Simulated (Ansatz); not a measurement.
Born–Oppenheimer molecular dynamics of a periodic cell of 32 atoms, C (surface graphene monolayer). It starts from a relaxed structure.

The calculation used Ansatz, DFT PBE-D3(BJ), scalar-relativistic, plane waves, PAW. Settings: accuracy low, PAW set soft_1, cutoff 420 eV, k mesh 2x2x1, fermi-dirac smearing 0.05 eV, no spin polarisation.

```
ensemble        : NVT, Langevin thermostat
time step       : 1 fs
steps asked     : 150
set temperature : 500 K
friction        : 0.05 /fs
seed            : 599196
```

Frames 5 fs apart, positions in Å.

Velocities at 30 fs (Å/ps):

```
C 1.73 2.07 2.62
C 0.90 -1.54 -4.82
C -0.36 -3.70 2.20
C -0.92 -1.52 3.62
C 6.30 10.54 3.13
C 4.53 7.88 -5.54
C 0.03 5.04 -1.01
C 4.53 0.53 2.62
C -3.83 7.98 -9.85
C -2.06 5.04 2.67
C 2.58 -13.95 7.21
C -7.76 5.99 5.54
C -0.64 -0.71 1.14
C 5.06 -1.75 1.33
C -11.89 9.32 2.07
C 4.96 -3.47 7.70
C 8.90 -5.90 -2.26
C 2.37 1.54 -4.90
C 4.53 0.83 0.66
C -11.06 7.05 -7.93
C -5.32 -8.05 -0.95
C -7.68 4.36 2.15
C -2.12 6.82 4.34
C -10.22 -4.79 6.99
C 3.39 -1.36 11.52
C 1.79 11.71 -2.31
C -3.55 -5.02 11.01
C 7.42 10.88 9.29
C 0.08 -1.11 -11.61
C 0.65 2.96 2.24
C 4.32 -3.80 -9.71
C -6.50 -0.20 7.03
```

```xyz
32
Lattice="9.8640 0.0000 0.0000 -4.9320 8.5425 0.0000 0.0000 0.0000 13.0000" Properties=species:S:1:pos:R:3 time_fs=30 energy_less_start_eV=1.578 T=492
C 0.016 0.008 1.018
C 1.228 0.726 1.123
C -1.182 2.123 0.987
C 0.059 2.828 1.013
C -2.415 4.304 1.094
C -1.260 4.968 1.025
C -3.712 6.427 0.921
C -2.416 7.140 0.986
C 2.496 -0.003 0.995
C 3.753 0.689 1.034
C 1.259 2.115 1.092
C 2.469 2.817 1.026
C -0.017 4.261 1.036
C 1.260 5.019 1.022
C -1.248 6.344 0.970
C -0.004 7.070 1.105
C 4.924 -0.024 1.059
C 6.169 0.678 1.003
C 3.766 2.134 1.012
C 4.949 2.905 0.932
C 2.440 4.262 0.978
C 3.677 4.971 0.955
C 1.211 6.399 1.016
C 2.468 7.113 0.966
C 7.359 -0.016 1.012
C 8.604 0.710 0.915
C 6.209 2.178 0.991
C 7.426 2.822 1.028
C 4.928 4.310 1.024
C 6.179 4.991 1.037
C 3.699 6.399 1.058
C 4.925 7.127 1.035
32
Lattice="9.8640 0.0000 0.0000 -4.9320 8.5425 0.0000 0.0000 0.0000 13.0000" Properties=species:S:1:pos:R:3 time_fs=35 energy_less_start_eV=1.737 T=467
C 0.022 0.018 1.017
C 1.242 0.696 1.094
C -1.187 2.116 0.988
C 0.040 2.827 1.040
C -2.432 4.313 1.105
C -1.218 5.012 0.989
C -3.701 6.416 0.946
C -2.429 7.128 0.963
C 2.473 0.034 0.948
C 3.756 0.722 1.045
C 1.274 2.066 1.113
C 2.454 2.854 1.063
C 0.003 4.268 1.031
C 1.257 4.982 1.017
C -1.272 6.410 0.997
C 0.002 7.073 1.140
C 4.960 -0.057 1.038
C 6.167 0.698 0.986
C 3.761 2.133 1.024
C 4.923 2.905 0.899
C 2.438 4.240 0.953
C 3.635 4.986 0.975
C 1.219 6.417 1.029
C 2.415 7.105 1.002
C 7.383 -0.017 1.048
C 8.607 0.739 0.913
C 6.195 2.159 1.027
C 7.474 2.901 1.066
C 4.920 4.288 0.969
C 6.175 5.006 1.049
C 3.693 6.412 1.006
C 4.912 7.118 1.062
32
Lattice="9.8640 0.0000 0.0000 -4.9320 8.5425 0.0000 0.0000 0.0000 13.0000" Properties=species:S:1:pos:R:3 time_fs=40 energy_less_start_eV=1.861 T=370
C -0.003 -0.014 1.008
C 1.257 0.658 1.040
C -1.192 2.164 1.010
C 0.035 2.820 1.107
C -2.477 4.309 1.088
C -1.190 5.026 0.987
C -3.701 6.412 0.991
C -2.496 7.125 0.917
C 2.481 0.042 0.946
C 3.762 0.728 1.042
C 1.298 2.076 1.095
C 2.489 2.846 1.077
C 0.029 4.274 1.022
C 1.216 4.953 1.003
C -1.246 6.486 1.027
C -0.012 7.091 1.152
C 4.969 -0.048 1.009
C 6.176 0.746 0.977
C 3.755 2.129 1.037
C 4.967 2.864 0.893
C 2.461 4.262 0.916
C 3.650 5.003 0.992
C 1.218 6.423 1.043
C 2.405 7.110 1.057
C 7.413 0.016 1.046
C 8.619 0.735 0.927
C 6.194 2.135 1.018
C 7.473 2.943 1.120
C 4.907 4.286 0.913
C 6.152 5.007 1.073
C 3.652 6.421 0.987
C 4.905 7.125 1.052
32
Lattice="9.8640 0.0000 0.0000 -4.9320 8.5425 0.0000 0.0000 0.0000 13.0000" Properties=species:S:1:pos:R:3 time_fs=45 energy_less_start_eV=1.923 T=475
C -0.003 -0.034 0.987
C 1.251 0.659 0.998
C -1.209 2.196 1.052
C 0.045 2.803 1.153
C -2.478 4.329 1.066
C -1.215 5.037 1.008
C -3.708 6.414 1.035
C -2.537 7.151 0.900
C 2.508 0.021 0.951
C 3.779 0.712 1.022
C 1.276 2.108 1.068
C 2.523 2.829 1.036
C 0.003 4.275 1.023
C 1.217 4.962 0.997
C -1.225 6.484 1.062
C -0.006 7.147 1.153
C 4.972 -0.002 0.968
C 6.204 0.769 1.004
C 3.743 2.168 1.059
C 5.016 2.824 0.892
C 2.471 4.284 0.907
C 3.678 4.996 0.993
C 1.210 6.378 1.069
C 2.421 7.156 1.108
C 7.419 0.036 1.024
C 8.635 0.717 0.945
C 6.210 2.146 0.991
C 7.443 2.900 1.131
C 4.910 4.313 0.895
C 6.142 4.996 1.085
C 3.625 6.433 1.002
C 4.915 7.112 1.040
32
Lattice="9.8640 0.0000 0.0000 -4.9320 8.5425 0.0000 0.0000 0.0000 13.0000" Properties=species:S:1:pos:R:3 time_fs=50 energy_less_start_eV=2.044 T=476
C 0.020 -0.041 0.956
C 1.244 0.689 0.990
C -1.224 2.182 1.112
C 0.049 2.822 1.169
C -2.456 4.327 1.051
C -1.248 5.053 1.040
C -3.714 6.422 1.066
C -2.492 7.155 0.895
C 2.527 -0.003 0.947
C 3.750 0.709 0.957
C 1.263 2.128 1.054
C 2.511 2.820 0.997
C -0.044 4.271 1.030
C 1.244 4.960 1.003
C -1.228 6.459 1.082
C 0.013 7.203 1.140
C 4.982 0.073 0.952
C 6.235 0.740 1.014
C 3.780 2.186 1.029
C 5.021 2.864 0.915
C 2.470 4.272 0.946
C 3.691 4.996 0.974
C 1.207 6.358 1.078
C 2.421 7.186 1.136
C 7.414 0.034 0.999
C 8.667 0.718 0.963
C 6.238 2.181 0.969
C 7.402 2.846 1.097
C 4.940 4.314 0.895
C 6.141 4.974 1.080
C 3.631 6.441 1.023
C 4.894 7.091 1.013
32
Lattice="9.8640 0.0000 0.0000 -4.9320 8.5425 0.0000 0.0000 0.0000 13.0000" Properties=species:S:1:pos:R:3 time_fs=55 energy_less_start_eV=1.679 T=454
C 0.036 -0.017 0.958
C 1.243 0.729 0.999
C -1.216 2.142 1.154
C 0.019 2.859 1.184
C -2.456 4.320 1.045
C -1.261 5.056 1.085
C -3.718 6.413 1.052
C -2.439 7.152 0.923
C 2.517 0.007 0.940
C 3.736 0.741 0.899
C 1.231 2.126 1.032
C 2.503 2.833 0.962
C -0.046 4.264 1.059
C 1.244 4.965 1.000
C -1.241 6.463 1.077
C 0.032 7.207 1.116
C 4.988 0.100 0.986
C 6.221 0.746 1.000
C 3.805 2.158 0.942
C 4.974 2.929 0.932
C 2.484 4.239 0.999
C 3.697 4.983 0.960
C 1.202 6.396 1.115
C 2.419 7.146 1.136
C 7.439 0.021 0.994
C 8.698 0.723 0.982
C 6.243 2.169 0.934
C 7.410 2.876 1.041
C 4.954 4.283 0.885
C 6.144 4.980 1.072
C 3.641 6.443 1.060
C 4.891 7.087 0.971
32
Lattice="9.8640 0.0000 0.0000 -4.9320 8.5425 0.0000 0.0000 0.0000 13.0000" Properties=species:S:1:pos:R:3 time_fs=60 energy_less_start_eV=1.710 T=471
C 0.050 0.008 0.965
C 1.256 0.748 0.992
C -1.204 2.134 1.175
C -0.002 2.881 1.163
C -2.502 4.286 1.056
C -1.242 5.022 1.116
C -3.721 6.392 1.018
C -2.432 7.146 0.937
C 2.506 0.020 0.943
C 3.744 0.755 0.877
C 1.215 2.143 1.012
C 2.486 2.814 0.913
C 0.010 4.282 1.110
C 1.216 4.997 0.998
C -1.230 6.487 1.056
C 0.042 7.158 1.085
C 4.986 0.058 1.039
C 6.210 0.743 0.977
C 3.765 2.128 0.848
C 4.967 2.883 0.926
C 2.494 4.214 1.009
C 3.687 4.972 0.958
C 1.192 6.444 1.152
C 2.449 7.110 1.129
C 7.436 0.040 0.985
C 8.690 0.707 1.022
C 6.204 2.159 0.900
C 7.448 2.928 0.988
C 4.956 4.282 0.883
C 6.174 5.000 1.075
C 3.656 6.407 1.113
C 4.922 7.142 0.954
```

Of the whole run (150 fs, mean temperature of the second half 456 K): A run of 0.15 ps of so small a system gives no equilibrium averages. Limits of this set-up: slab without dipole correction, low accuracy level.

Run time: 24 min on 2 threads of Arm Neoverse V1, with other jobs on the host, peak memory 1.8 GiB.
